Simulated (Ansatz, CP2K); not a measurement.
**CP2K on rock-salt ZrC, displaced supercell (64 atoms): settings against a plane-wave reference**

Aim: run rock-salt ZrC, displaced supercell (64 atoms) in CP2K and see how near its forces come to a plane-wave reference, and at what cost.

Calculated with CP2K 2026.2; the method is named at each step.

### Step 1. The starting structure

The cell holds 64 atoms: 32 Zr and 32 C. Cell: a = 9.396 Å, b = 9.396 Å, c = 9.396 Å, α = 90.0°, β = 90.0°, γ = 90.0°. It derives from ZrC (rock-salt), repeated 2×2×2. Rock-salt ZrC (a = 4.698 Å), 2 x 2 x 2 conventional cells; every coordinate displaced by a Gaussian of 0.02 Å. Then every atom was moved at random, 0.05 Å r.m.s. a Cartesian component.

The yardstick, on the same geometry:

```
method                 : Kohn-Sham DFT, PBE, PAW, plane waves (Ansatz 0.2.0); cutoff 420 eV, Γ point, fermi-dirac smearing of 0.05 eV; PAW set soft_2
r.m.s. force component : 0.7827 eV/Å
longest force          : 3.236 eV/Å
pressure               : 1.742 GPa
SCF cycles             : 8
time                   : 11 s on 4 threads of Arm Neoverse V2, shared host
CPU time               : 29 s
```

### Step 2. PBE, DZVP-MOLOPT-SR, 600/50 Ry, diagonalisation

Method: Kohn-Sham DFT, PBE, GTH-PBE pseudopotentials, Gaussian and plane waves, DZVP-MOLOPT-SR-GTH, diagonalisation.

The input, input.inp:

```
&GLOBAL
  PROJECT cell
  RUN_TYPE ENERGY_FORCE
  PRINT_LEVEL LOW
&END GLOBAL
&FORCE_EVAL
  METHOD QS
  STRESS_TENSOR ANALYTICAL
  &DFT
    BASIS_SET_FILE_NAME BASIS_MOLOPT
    POTENTIAL_FILE_NAME GTH_POTENTIALS
    &MGRID
      CUTOFF 600
      REL_CUTOFF 50
      NGRIDS 5
    &END MGRID
    &QS
      EPS_DEFAULT 1.0E-12
    &END QS
    &SCF
      SCF_GUESS ATOMIC
      EPS_SCF 1.0E-06
      MAX_SCF 200
      ADDED_MOS 41
      &DIAGONALIZATION
        ALGORITHM STANDARD
      &END DIAGONALIZATION
      &SMEAR ON
        METHOD FERMI_DIRAC
        ELECTRONIC_TEMPERATURE [K] 580
      &END SMEAR
      &MIXING
        METHOD BROYDEN_MIXING
        ALPHA 0.15
        NBROYDEN 8
      &END MIXING
      &PRINT
        &RESTART OFF
        &END RESTART
      &END PRINT
    &END SCF
    &XC
      &XC_FUNCTIONAL PBE
      &END XC_FUNCTIONAL
    &END XC
    &PRINT
      &MULLIKEN ON
      &END MULLIKEN
      &HIRSHFELD ON
        SHAPE_FUNCTION DENSITY
      &END HIRSHFELD
      &MO ON
        EIGENVALUES T
        OCCUPATION_NUMBERS T
        MO_INDEX_RANGE 245 268
        &EACH
          QS_SCF 0
        &END EACH
        ADD_LAST NUMERIC
      &END MO
    &END PRINT
  &END DFT
  &SUBSYS
    &CELL
      A 9.39600 0.00000 0.00000
      B 0.00000 9.39600 0.00000
      C 0.00000 0.00000 9.39600
    &END CELL
    &COORD
      Zr 0.01278 0.01146 9.35071
      C 2.32232 9.39497 9.30617
      Zr 0.04106 2.33011 2.37794
      C 2.42661 2.35013 2.29338
      Zr 2.35999 9.37345 2.34139
      C 9.36819 0.14150 2.44352
      Zr 2.41402 2.39654 9.34113
      C 0.01691 2.36554 0.03157
      Zr 0.02377 9.33831 4.70871
      C 2.34806 9.36668 4.62048
      Zr 0.02988 2.36441 7.00923
      C 2.28727 2.44756 6.95943
      Zr 2.42163 0.08081 7.01364
      C 9.36762 9.39299 6.99852
      Zr 2.27750 2.31508 4.69960
      C 9.33605 2.38771 4.76180
      Zr 0.00742 4.68278 9.34498
      C 2.34120 4.66972 9.32205
      Zr 0.07442 7.09266 2.31414
      C 2.31574 7.15299 2.33876
      Zr 2.48195 4.69058 2.43046
      C 9.38463 4.68428 2.32607
      Zr 2.33923 7.05179 9.34780
      C 0.07498 7.07848 0.02283
      Zr 9.33126 4.77993 4.81817
      C 2.34364 4.75522 4.64162
      Zr 9.30110 6.95266 7.09717
      C 2.37052 7.03666 7.07895
      Zr 2.36986 4.60601 7.05640
      C 0.01315 4.79478 7.07951
      Zr 2.34477 7.06081 4.70383
      C 0.06587 6.98283 4.69650
      Zr 4.75344 0.00846 9.31830
      C 7.00603 9.39158 0.00817
      Zr 4.72130 2.33735 2.36676
      C 7.09896 2.27862 2.29074
      Zr 6.98602 0.00479 2.32222
      C 4.67667 0.02311 2.39081
      Zr 7.11963 2.36422 9.38510
      C 4.70740 2.30005 0.00893
      Zr 4.69960 9.35438 4.63928
      C 7.02981 9.38332 4.71031
      Zr 4.66897 2.26331 6.98781
      C 7.11428 2.37775 7.02868
      Zr 7.11822 0.01757 7.14040
      C 4.68212 0.04021 7.00228
      Zr 7.02257 2.19453 4.79346
      C 4.66972 2.24085 4.75907
      Zr 4.68118 4.76866 9.38003
      C 7.06185 4.72478 9.37495
      Zr 4.75879 7.09586 2.35436
      C 7.04700 6.96507 2.37070
      Zr 6.96056 4.68212 2.33951
      C 4.66972 4.64191 2.31658
      Zr 7.10272 7.00387 0.02452
      C 4.67630 7.06542 9.31219
[... 4 atom lines left out ...]
      Zr 7.06955 4.76302 7.06786
      C 4.61569 4.66728 7.01299
      Zr 7.09154 6.99523 4.74263
      C 4.66728 7.07669 4.70242
    &END COORD
    &KIND Zr
      BASIS_SET DZVP-MOLOPT-SR-GTH-q12
      POTENTIAL GTH-PBE-q12
    &END KIND
    &KIND C
      BASIS_SET DZVP-MOLOPT-SR-GTH-q4
      POTENTIAL GTH-PBE-q4
    &END KIND
  &END SUBSYS
  &PRINT
    &FORCES ON
    &END FORCES
    &STRESS_TENSOR ON
    &END STRESS_TENSOR
  &END PRINT
&END FORCE_EVAL
```

Command:

```console
$ OMP_NUM_THREADS=1 mpirun -np 4 cp2k.psmp -i input.inp > output.txt
```

Numbers of over 12 decimals in the logs are rounded to 6 here.

The log of the run:

```text
CP2K| version string:                                       CP2K version 2026.2
 CP2K| Input file name                                                 input.inp
 GLOBAL| Basis set file name                                        BASIS_MOLOPT
 GLOBAL| Potential file name                                      GTH_POTENTIALS
 GLOBAL| Run type                                                   ENERGY_FORCE
 GLOBAL| Total number of message passing processes                             4
 GLOBAL| Number of threads for this process                                    1
 TOTAL NUMBERS AND MAXIMUM NUMBERS
  Total number of            - Atomic kinds:                                   2
                             - Atoms:                                         64
                             - Shell sets:                                    64
                             - Shells:                                       416
                             - Primitive Cartesian functions:                384
                             - Cartesian basis functions:                   1440
                             - Spherical basis functions:                   1248
  Maximum angular momentum of- Orbital basis functions:                        3
                             - Local part of the GTH pseudopotential:          2
                             - Non-local part of the GTH pseudopotential:      4
 SCF PARAMETERS         Density guess:                                    ATOMIC
                        max_scf:                                             200
                        eps_scf:                                        1.00E-06
                        added MOs                                        41    0
                        Mixing method:                            BROYDEN_MIXING
                                                charge density mixing in g-space
                        Smear method:                                FERMI_DIRAC
                        Electronic temperature [K]:                        580.0
                        Electronic temperature [a.u.]:                  1.84E-03
                        Accuracy threshold:                             1.00E-10
 Extrapolation method: initial_guess
 Number of electrons:                                                        512
 Number of occupied orbitals:                                                256
 Number of molecular orbitals:                                               297
 Number of orbital functions:                                               1248
 Number of independent orbital functions:                                   1248
 SCF WAVEFUNCTION OPTIMIZATION
  Step     Update method      Time    Convergence         Total energy    Change
     1 NoMix/Diag. 0.15E+00    5.8     1.82507834     -1703.6085543899 -1.70E+03
     2 Broy./Diag. 0.15E+00    8.5     0.15466254     -1698.4523373490  5.16E+00
     3 Broy./Diag. 0.15E+00    8.4     0.11263031     -1698.3964759593  5.59E-02
     4 Broy./Diag. 0.15E+00    8.4     0.04673199     -1697.1222168057  1.27E+00
[...]
19 Broy./Diag. 0.15E+00    8.5     0.00000122     -1691.7473214564  2.69E-04
    20 Broy./Diag. 0.15E+00    8.5     0.00000061     -1691.7471784973  1.43E-04
  *** SCF run converged in    20 steps ***
  Electronic density on regular grids:       -512.0000000000        0.0000000000
  Core density on regular grids:              511.9999999996       -0.0000000004
  Total charge density on r-space grids:       -0.0000000004
  Total charge density g-space grids:          -0.0000000004
  Overlap energy of the core charge distribution:               1.9345e-10
  Self energy of the core charge distribution:              -3192.449616
  Core Hamiltonian energy:                                    742.608482
  Hartree energy:                                            1004.919005
  Exchange-correlation energy:                               -246.814591
  Electronic entropic energy:                                  -0.010458
  Fermi energy:                                                 0.435003
  Total energy:                                             -1691.747178
  Total energy (extrapolated to T->0):                      -1691.741949
 MO| EIGENVALUES AND OCCUPATION NUMBERS
 MO|
 MO|  Index      Eigenvalue [a.u.]        Eigenvalue [eV]             Occupation
 MO|    245               0.420206              11.434385               1.999366
 MO|    246               0.420916              11.453708               1.999067
 MO|    247               0.422370              11.493270               1.997941
[...]
MO|    267               0.485858              13.220875               0.000000
 MO|    268               0.486859              13.248110               0.000000
 MO| Sum:                                                             512.000000
 MO| E(Fermi):            0.435003 a.u.         11.837031 eV
 !-----------------------------------------------------------------------------!
                     Mulliken Population Analysis
 #  Atom  Element  Kind  Atomic population                           Net charge
       1     Zr       1         11.721911                              0.278089
       2     C        2          4.241863                             -0.241863
       3     Zr       1         11.828253                              0.171747
[...]
63     Zr       1         11.754805                              0.245195
      64     C        2          4.254593                             -0.254593
 # Total charge                            512.000000                  0.000000
 !-----------------------------------------------------------------------------!
 !-----------------------------------------------------------------------------!
                           Hirshfeld Charges
  #Atom  Element  Kind  Ref Charge     Population                    Net charge
      1       Zr     1      12.000         11.716                         0.284
      2       C      2       4.000          4.265                        -0.265
      3       Zr     1      12.000         11.726                         0.274
[...]
63       Zr     1      12.000         11.725                         0.275
     64       C      2       4.000          4.285                        -0.285
  Total Charge                                                            0.001
 !-----------------------------------------------------------------------------!
 ENERGY| Total FORCE_EVAL ( QS ) energy [hartree]          -1691.747230
 FORCES| Atomic forces [hartree/bohr]
 FORCES|   Atom     x               y               z               |f|
 FORCES|      1  1.07170935E-02 -4.23636155E-03 -3.86493412E-04   1.15304912E-02
 FORCES|      2 -3.25663148E-03 -2.78812544E-03  7.08872569E-03   8.28428174E-03
 FORCES|      3 -1.34345071E-03  1.96601808E-02 -7.09848537E-03   2.09455500E-02
[...]
FORCES|     63 -1.29245609E-02  2.62983940E-02 -1.19393998E-02   3.16417299E-02
 FORCES|     64  1.04110542E-02 -1.05043183E-02 -2.04553189E-03   1.49303367E-02
 FORCES| Sum     3.14946181E-05  7.34380062E-06 -2.36925388E-05
 FORCES| Total atomic force                                       4.00896342E-05
 STRESS| Analytical stress tensor [bar]
 STRESS|                        x                   y                   z
 STRESS|      x        3.42215577509E+03   1.33856258249E+03  -1.38988736872E+03
 STRESS|      y        1.33856258249E+03   7.34355863068E+03   6.79680781867E+02
 STRESS|      z       -1.38988736872E+03   6.79680781867E+02   3.36517890421E+03
 STRESS| 1/3 Trace                                             4.71029776999E+03
```

Wall time 3.6 min (4 MPI ranks of Arm Neoverse V2, shared host); peak memory 5.6 GiB.

Banners, paths, timers and routine set-up lines are dropped from the logs unmarked, and long logs keep their key lines alone; longer cuts are marked.

Compared with the plane-wave run:

```
r.m.s. force component                  : 0.7831 eV/Å
r.m.s. difference of force components   : 8.055 meV/Å
longest difference of force vectors     : 27.69 meV/Å
force difference over r.m.s. force      : 1.029 %
slope of forces against the reference's : 1
correlation of force components         : 1
pressure                                : 0.471 GPa
pressure difference                     : -1.271 GPa
```

Length of the force difference by element (eV/Å):

| element | atoms | mean | most |
| --- | --- | --- | --- |
| C | 32 | 0.011 | 0.024 |
| Zr | 32 | 0.014 | 0.028 |

The surroundings of C42, picked at random, nearest first, numbered as they follow in the input and with coordinates relative to it.

| atom | x | y | z | distance (Å) | bonds | Hirshfeld charge (e) | Fx | Fy | Fz (eV/Å) |
| --- | --- | --- | --- | --- | --- | --- | --- | --- | --- |
| C42 | 0.00 | 0.00 | 0.00 | 0.00 | 6 | -0.27 | 0.28 | -0.16 | 0.02 |
| Zr47 | -0.01 | 2.21 | 0.08 | 2.21 | 6 | 0.28 | 0.44 | 2.08 | -1.07 |
| Zr41 | -2.33 | -0.03 | -0.07 | 2.33 | 6 | 0.27 | 0.18 | 0.05 | 0.76 |
| Zr37 | -0.04 | 0.02 | -2.39 | 2.39 | 6 | 0.28 | 1.41 | -0.13 | 0.33 |
| Zr63 | 0.06 | -2.39 | 0.03 | 2.39 | 6 | 0.28 | -0.66 | 1.35 | -0.61 |
| Zr9 | 2.39 | -0.05 | 0.00 | 2.39 | 6 | 0.28 | -0.62 | -0.28 | 0.15 |
| Zr45 | 0.09 | 0.03 | 2.43 | 2.43 | 6 | 0.28 | -0.99 | -0.64 | -1.42 |
| C6 | 2.34 | 0.15 | -2.27 | 3.26 | 6 | -0.26 | -0.15 | -1.47 | -0.69 |
| C48 | -2.36 | 2.25 | 0.05 | 3.26 | 6 | -0.26 | -0.06 | 0.77 | -0.46 |

Forces lie 1.0 % from the reference's, at 30 times its CPU time.

### Step 3. PBE+D4, DZVP-MOLOPT-SR, 600/50 Ry, diagonalisation

Method: Kohn-Sham DFT, PBE+D4, GTH-PBE pseudopotentials, Gaussian and plane waves, DZVP-MOLOPT-SR-GTH, diagonalisation.

Edit input.inp of step 2 so:

```diff
@@ -44,2 +44,9 @@
       &END XC_FUNCTIONAL
+      &VDW_POTENTIAL
+        POTENTIAL_TYPE PAIR_POTENTIAL
+        &PAIR_POTENTIAL
+          TYPE DFTD4
+          REFERENCE_FUNCTIONAL PBE
+        &END PAIR_POTENTIAL
+      &END VDW_POTENTIAL
     &END XC
```

The log of the run:

```text
CP2K| version string:                                       CP2K version 2026.2
 CP2K| Input file name                                                 input.inp
 GLOBAL| Basis set file name                                        BASIS_MOLOPT
 GLOBAL| Potential file name                                      GTH_POTENTIALS
 GLOBAL| Run type                                                   ENERGY_FORCE
 GLOBAL| Total number of message passing processes                             4
 GLOBAL| Number of threads for this process                                    1
 TOTAL NUMBERS AND MAXIMUM NUMBERS
  Total number of            - Atomic kinds:                                   2
                             - Atoms:                                         64
[... lines left out ...]
                        Smear method:                                FERMI_DIRAC
[... lines left out ...]
 Number of electrons:                                                        512
[... lines left out ...]
  Step     Update method      Time    Convergence         Total energy    Change
[... lines left out ...]
  *** SCF run converged in    20 steps ***
[... lines left out ...]
  Fermi energy:                                                 0.435003
  Total energy:                                             -1692.331570
  Total energy (extrapolated to T->0):                      -1692.326341
[... lines left out ...]
 MO| E(Fermi):            0.435003 a.u.         11.837031 eV
[... lines left out ...]
 !-----------------------------------------------------------------------------!
 !-----------------------------------------------------------------------------!
                           Hirshfeld Charges
  #Atom  Element  Kind  Ref Charge     Population                    Net charge
      1       Zr     1      12.000         11.716                         0.284
      2       C      2       4.000          4.265                        -0.265
      3       Zr     1      12.000         11.726                         0.274
[...]
63       Zr     1      12.000         11.725                         0.275
     64       C      2       4.000          4.285                        -0.285
  Total Charge                                                            0.001
 !-----------------------------------------------------------------------------!
 ENERGY| Total FORCE_EVAL ( QS ) energy [hartree]          -1692.331622
 FORCES| Atomic forces [hartree/bohr]
 FORCES|   Atom     x               y               z               |f|
 FORCES|      1  1.08380452E-02 -4.24687485E-03 -4.94637894E-04   1.16509156E-02
 FORCES|      2 -3.28807771E-03 -2.76724490E-03  7.05159124E-03   8.25796817E-03
 FORCES|      3 -1.44450529E-03  1.95720566E-02 -7.15442524E-03   2.08887002E-02
[...]
FORCES|     63 -1.29291659E-02  2.62318807E-02 -1.18910311E-02   3.15701048E-02
 FORCES|     64  1.03485004E-02 -1.04901167E-02 -2.03829872E-03   1.48757746E-02
 FORCES| Sum     3.14946181E-05  7.34380062E-06 -2.36925388E-05
 FORCES| Total atomic force                                       4.00896342E-05
 STRESS| Analytical stress tensor [bar]
 STRESS|                        x                   y                   z
 STRESS|      x       -3.01994718766E+04   1.33608901067E+03  -1.38801038179E+03
 STRESS|      y        1.33608901067E+03  -2.62695285565E+04   6.77663428243E+02
 STRESS|      z       -1.38801038179E+03   6.77663428243E+02  -3.02486948116E+04
 STRESS| 1/3 Trace                                            -2.89058984149E+04
```

The job ended after 3.6 min (4 MPI ranks; peak memory 5.7 GiB).

Numbers from this run, and their distance from the reference:

```
r.m.s. force component                  : 0.7815 eV/Å
r.m.s. difference of force components   : 10.71 meV/Å
longest difference of force vectors     : 34.5 meV/Å
force difference over r.m.s. force      : 1.369 %
slope of forces against the reference's : 0.9984
correlation of force components         : 0.9999
pressure                                : -2.891 GPa
pressure difference                     : -4.633 GPa
```

Against the first run (1.0 %), the force difference from the reference is 1.4 %, at 1.0 times the CPU time; the model has changed, so this is no error of the program alone.

(Continued in part 2 of 3.)

[Also dropped from logs without a mark: logging warnings of Python, and SIESTA's first energy breakdown and zero terms.]

[Logs are printed without paths, hosts, clocks, repeated set-up lines and the standing remarks that a program may print on its own settings, such as how far it seeks lower states.]

[Hosts, paths, dates, database ids (printed as entryN), source tags and the programs' standing remarks are cut or masked in the printed files.]
